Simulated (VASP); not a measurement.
# Al in VASP: single point with PBE+D3(BJ)

Aim: the single point of Al with PBE+D3(BJ).

All numbers are computed with VASP 6.6.1; they aren't measurements. Logs are shortened: lines on timing, memory, paths and dates and some standing lists are left out, and cuts for length are marked.

## 1. Starting point

The cell holds a slab with vacuum, 4 atoms: a = 2.920 Å, b = 2.920 Å, c = 29.333 Å, α = 90.00°, β = 90.00°, γ = 120.00°.

The cell was built by a generator and needn't be a form met in nature.

## 2. Single point, PBE+D3(BJ)

INCAR

```
  PREC = Accurate
  ENCUT = 520
  EDIFF = 1E-7
  ISMEAR = 1
  SIGMA = 0.1
  LREAL = False
  LASPH = True
  NELM = 100
  ALGO = Normal
  ISIF = 2
  LWAVE = False
  LCHARG = False
  LDIPOL = True
  IDIPOL = 3
  DIPOL = 0.5 0.5 0.665
  GGA = PE
  IVDW = 12
  NBANDS = 14
```

KPOINTS

```
Automatic mesh
0
Gamma
  15 15 1
```

POSCAR

```
Al
1.0
    1.4602435473      2.5292160153      0.0000000000
   -2.9204870946      0.0000000000      0.0000000000
    0.0000000000      0.0000000000     29.3328597884
Al
4
Direct
    0.6666666667      0.3333333333      0.5468480259
    0.3333333333      0.6666666667      0.6247759660
    0.0000000000      1.0000000000      0.7040937731
    0.6666666667      0.3333333333      0.7831191949
```

Potentials or basis: VASP PAW PBE potentials, release 64 (Al).

Run with:

```console
cat potpaw_PBE.64/Al/POTCAR > POTCAR
mpirun -np 1 vasp_std > vasp.out
```

OUTCAR:

```text
PREC = Accurate
   ENCUT = 520
   EDIFF = 1E-7
   ISMEAR = 1
   LREAL = False
   LASPH = True
   NELM = 100
   ISIF = 2
   GGA = PE
   IVDW = 12
 IVDW          = 12

 ion  position               nearest neighbor table
   1  0.667  0.333  0.547-   2 2.84   2 2.84   2 2.84
   2  0.333  0.667  0.625-   1 2.84   1 2.84   1 2.84   3 2.87   3 2.87   3 2.87
   3  0.000  0.000  0.704-   4 2.87   4 2.87   4 2.87   2 2.87   2 2.87   2 2.87
   4  0.667  0.333  0.783-   3 2.87   3 2.87   3 2.87

  LATTYP: Found a hexagonal cell.
 ALAT       =     2.9204870946
 C/A-ratio  =    10.0438244850

  Lattice vectors:

 A1 = (   1.4602435473,   2.5292160153,   0.0000000000)
 A2 = (  -2.9204870946,   0.0000000000,   0.0000000000)
 A3 = (   0.0000000000,   0.0000000000,  29.3328597884)

Analysis of symmetry for initial positions (statically):
=====================================================================
 Subroutine PRICEL returns:
 Original cell was already a primitive cell.

 Routine SETGRP: Setting up the symmetry group for a
 hexagonal supercell.

 Subroutine GETGRP returns: Found  6 space group operations
 (whereof  6 operations were pure point group operations)
 out of a pool of 24 trial point group operations.

The static configuration has the point symmetry C_3v.

Analysis of symmetry for dynamics (positions and initial velocities):
=====================================================================
 Subroutine PRICEL returns:
 Original cell was already a primitive cell.

 Routine SETGRP: Setting up the symmetry group for a
 hexagonal supercell.

 Subroutine GETGRP returns: Found  6 space group operations
 (whereof  6 operations were pure point group operations)
 out of a pool of 24 trial point group operations.

The dynamic configuration has the point symmetry C_3v.

 Subroutine INISYM returns: Found  6 space group operations
 (whereof  6 operations are pure point group operations),
 and found     1 'primitive' translations

----------------------------------------------------------------------------------------

                                     Primitive cell

  volume of cell :     216.6684

  direct lattice vectors                    reciprocal lattice vectors
     1.460243547  2.529216015  0.000000000     0.000000000  0.395379435  0.000000000
    -2.920487095  0.000000000  0.000000000    -0.342408635  0.197689718  0.000000000
     0.000000000  0.000000000 29.332859788     0.000000000  0.000000000  0.034091459

  length of vectors
     2.920487095  2.920487095 29.332859788     0.395379435  0.395379435  0.034091459

  position of ions in fractional coordinates (direct lattice)
     0.666666667  0.333333333  0.546848026
     0.333333333  0.666666667  0.624775966
     0.000000000  0.000000000  0.704093773
     0.666666667  0.333333333  0.783119195

  ion indices of the primitive-cell ions
   primitive index   ion index
                 1           1
                 2           2
                 3           3
                 4           4

----------------------------------------------------------------------------------------

 KPOINTS: Automatic mesh

Automatic generation of k-mesh.
 Grid dimensions read from file:
 generate k-points for:   15   15    1

 Generating k-lattice:

  Cartesian coordinates                     Fractional coordinates (reciprocal lattice)
     0.000000000  0.026358629  0.000000000     0.066666667  0.000000000  0.000000000
    -0.022827242  0.013179315  0.000000000    -0.000000000  0.066666667  0.000000000
     0.000000000  0.000000000  0.034091459     0.000000000  0.000000000  1.000000000

  Length of vectors
     0.026358629  0.026358629  0.034091459

  Shift w.r.t. Gamma in fractional coordinates (k-lattice)
     0.000000000  0.000000000  0.000000000

 Subroutine IBZKPT returns following result:
 ===========================================

 Found     27 irreducible k-points:

 Following reciprocal coordinates:
            Coordinates               Weight
  0.000000  0.000000  0.000000      1.000000
  0.066667  0.000000  0.000000      6.000000
  0.133333  0.000000  0.000000      6.000000
  0.200000  0.000000  0.000000      6.000000
  0.266667  0.000000  0.000000      6.000000
  0.333333  0.000000  0.000000      6.000000
[... 16 lines left out ...]
  0.333333  0.200000  0.000000     12.000000
  0.400000  0.200000  0.000000      6.000000
 [... further k-points ...]
   k-points           NKPTS =     27   k-points in BZ     NKDIM =     27   number of bands    NBANDS=     14
   number of dos      NEDOS =    301   number of ions     NIONS =      4
   total plane-waves  NPLWV = 129024
   dimension x,y,z NGX =    24 NGY =   24 NGZ =  224
   dimension x,y,z NGXF=    48 NGYF=   48 NGZF=  448
   ions per type =               4
   NGX,Y,Z   is equivalent  to a cutoff of  13.66, 13.66, 12.70 a.u.
   NGXF,Y,Z  is equivalent  to a cutoff of  27.32, 27.32, 25.39 a.u.
 SYSTEM =  unknown system
   PREC   = accura    normal or accurate (medium, high low for compatibility)
   ISTART =      0    job   : 0-new  1-cont  2-samecut
   ICHARG =      2    charge: 1-file 2-atom 10-const
   ISPIN  =      1    spin polarized calculation?
   LNONCOLLINEAR =      F non collinear calculations
   LSORBIT =      F    spin-orbit coupling
   LASPH  =      T    aspherical Exc in radial PAW
   ENCUT  =  520.0 eV  38.22 Ry    6.18 a.u.   5.43  5.43 54.54*2*pi/ulx,y,z
   NELM   =    100;   NELMIN=  2; NELMDL= -5     # of ELM steps
   EDIFF  = 0.1E-06   stopping-criterion for ELM
   LREAL  =      F    real-space projection
   EDIFFG = 0.1E-05   stopping-criterion for IOM
   NSW    =      0    number of steps for IOM
   IBRION =     -1    ionic relax: 0-MD 1-quasi-New 2-CG
   NFREE  =      0    steps in history (QN), initial steepest desc. (CG)
   ISIF   =      2    stress and relaxation
   ISYM   =      2    0-nonsym 1-usesym 2-fastsym
   POTIM  = 0.5000    time-step for ionic-motion
   TEBEG  =    0.0;   TEEND  =   0.0 temperature during run
   PSTRESS=    0.0 pullay stress
   NELECT =      12.0000    total number of electrons
   NUPDOWN=      -1.0000    fix difference up-down
   EMIN   =  10.00;   EMAX   =-10.00  energy-range for DOS
   EFERMI =   0.00;   METHOD = LEGACY
   ISMEAR =     1;   SIGMA  =   0.10  broadening in eV -4-tet -1-fermi 0-gaus
   EFERMI_NEDOS =   21; number of points for ismear=-14 and -15
   IALGO  =     38    algorithm
   IMIX   =      4    mixing-type and parameters
     AMIX     =   0.40;   BMIX     =  1.00
     AMIX_MAG =   1.60;   BMIX_MAG =  1.00
  volume/ion in A,a.u.               =      54.17       365.54
  Fermi-wavevector in a.u.,A,eV,Ry     =   0.624027  1.179240  5.298240  0.389410
  Thomas-Fermi vector in A             =   1.684440
   LORBIT       =      0    0 simple, 1 ext, 2 COOP (PROOUT), +10 PAW based schemes
   GGA     = PE    functional components
   LHFCALC =     F    Hartree Fock is set to
   AEXX    =    0.0000 exact exchange contribution
   IVDW    =    12    specifies the selected vdW correction
   LEPSILON=     F    determine dielectric tensor
   LRPA    =     F    only Hartree local field effects (RPA)
 non-spin polarized calculation
 Methfessel and Paxton  Order N= 1 SIGMA  =   0.10
  energy-cutoff  :      520.00
  volume of cell :      216.67
 maximum number of plane-waves:      5977
 NGX is ok and might be reduce to    24
   NGX = 11   NGY = 11   NGZ =109

 dipolmoment           0.000000      0.000000      0.001067 electrons x Angstroem

 number of electron      12.0000000 magnetization

 dipolmoment           0.000000      0.000000     -0.000549 electrons x Angstroem

 Free energy of the ion-electron system (eV)
  ---------------------------------------------------
  ext. energy  EPLUGINS =         0.00000000
  ---------------------------------------------------
  free energy    TOTEN  =       -14.15017331 eV

  energy without entropy =      -14.14709119  energy(sigma->0) =      -14.14914594

 E-fermi :  -0.2823     XC(G=0):  -3.8098

 val. band max:       -0.2833355752   @ k =   0.4000   0.2000   0.0000
 cond. band min:      -0.2777858238   @ k =   0.4667   0.0667   0.0000
 fundamental gap:      0.0055497514
 Fermi energy:        -0.2823110420

 k-point     1 :       0.0000    0.0000    0.0000
  band No.  band energies     occupation
      1     -10.8450      2.00000
      2      -9.8070      2.00000
      3      -8.0981      2.00000
      4      -5.8435      2.00000
      5      -3.4201      2.00000
      6      -0.4997      2.00877
      7       2.0271      0.00000
      8       3.3041      0.00000
      9       3.7011      0.00000
     10       4.3006      0.00000
     11       4.4215      0.00000
     12       5.7105      0.00000
     13       5.7953      0.00000
     14       7.5863      0.00000

 k-point     2 :       0.0667    0.0000    0.0000
  band No.  band energies     occupation
      1     -10.7424      2.00000
      2      -9.7050      2.00000
      3      -7.9968      2.00000
      4      -5.7423      2.00000
      5      -3.3238      2.00000
      6      -0.4036      2.07087
      7       2.1230      0.00000
      8       3.4053      0.00000
      9       3.8041      0.00000
     10       4.4010      0.00000
     11       4.5230      0.00000
     12       5.8087      0.00000
     13       5.8898      0.00000
     14       7.6511      0.00000
[... 343 lines left out ...]
      1      -5.8997      2.00000
      2      -4.8955      2.00000
      3      -3.2643      2.00000
      4      -2.9694      2.00000
      5      -1.9852      2.00000
      6      -0.9636      2.00000
      7      -0.2899      1.12775
      8      -0.0450     -0.00401
      9       0.9736     -0.00000
     10       1.4128     -0.00000
     11       2.0579      0.00000
     12       2.7559      0.00000
     13       4.1304      0.00000
     14       4.3980      0.00000

 k-point    24 :       0.4000    0.2000    0.0000
  band No.  band energies     occupation
      1      -4.5383      2.00000
      2      -4.5004      2.00000
      3      -3.5625      2.00000
      4      -3.5218      2.00000
      5      -2.0874      2.00000
      6      -1.5646      2.00000
      7      -0.2833      1.01734
      8       0.0998     -0.00000
      9       0.7070     -0.00000
     10       1.1484     -0.00000
     11       2.4139      0.00000
     12       2.7194      0.00000
     13       2.9330      0.00000
     14       4.6652      0.00000

 [... further k-points ...]

------------------------ aborting loop because EDIFF is reached ----------------------------------------

 vacuum level on the upper side and lower side of the slab       (xc-potential included)        -0.087        -0.075

 Edisp (eV)   -0.97539

 E8    (eV) :    -0.4515

  FORCE on cell =-STRESS in cart. coord.  units (eV):
  Direction    XX          YY          ZZ          XY          YZ          ZX
  --------------------------------------------------------------------------------------
  -------------------------------------------------------------------------------------
  Total      -3.25847    -3.25847    -1.07876     0.00000     0.00000     0.00000
  in kB     -24.09512   -24.09512    -7.97698     0.00000     0.00000     0.00000
  external pressure =      -18.72 kB  Pullay stress =        0.00 kB

 VOLUME and BASIS-vectors are now :
 -----------------------------------------------------------------------------
  energy-cutoff  :      520.00
  volume of cell :      216.67
      direct lattice vectors                 reciprocal lattice vectors
     1.460243547  2.529216015  0.000000000     0.000000000  0.395379435  0.000000000
    -2.920487095  0.000000000  0.000000000    -0.342408635  0.197689718  0.000000000
     0.000000000  0.000000000 29.332859788     0.000000000  0.000000000  0.034091459

 POSITION                                       TOTAL-FORCE (eV/Angst)
 -----------------------------------------------------------------------------------
      0.00000      1.68614     16.04062         0.000000      0.000000      0.042177
     -1.46024      0.84307     18.32647        -0.000000     -0.000000      0.244173
      0.00000      0.00000     20.65308        -0.000000     -0.000000     -0.152370
      0.00000      1.68614     22.97113         0.000000     -0.000000     -0.133979
 -----------------------------------------------------------------------------------
    total drift:                                0.000000      0.000000      0.000003

  FREE ENERGIE OF THE ION-ELECTRON SYSTEM (eV)
  ---------------------------------------------------
  free  energy   TOTEN  =       -15.1255591644 eV

  energy  without entropy=      -15.1224770351  energy(sigma->0) =      -15.12453179

 vacuum level on the upper side and lower side of the slab         3.656         3.667
```

It took 1.8 min on 1 thread of AMD EPYC 9R14 (Zen 4), shared host; peak memory 0.33 GiB.

Results:

| Property | Result |
| --- | --- |
| Free energy | -15.1256 eV |
| Largest force | 0.244 eV/Å |
| Band gap on the k mesh | none (metal or under the smearing width) |
| Dispersion energy per atom | -0.244 eV |

Forces in eV/Å, atoms in the order of the input:
```
Al   0.000  0.000  0.042
Al   0.000  0.000  0.244
Al   0.000  0.000 -0.152
Al   0.000  0.000 -0.134
```
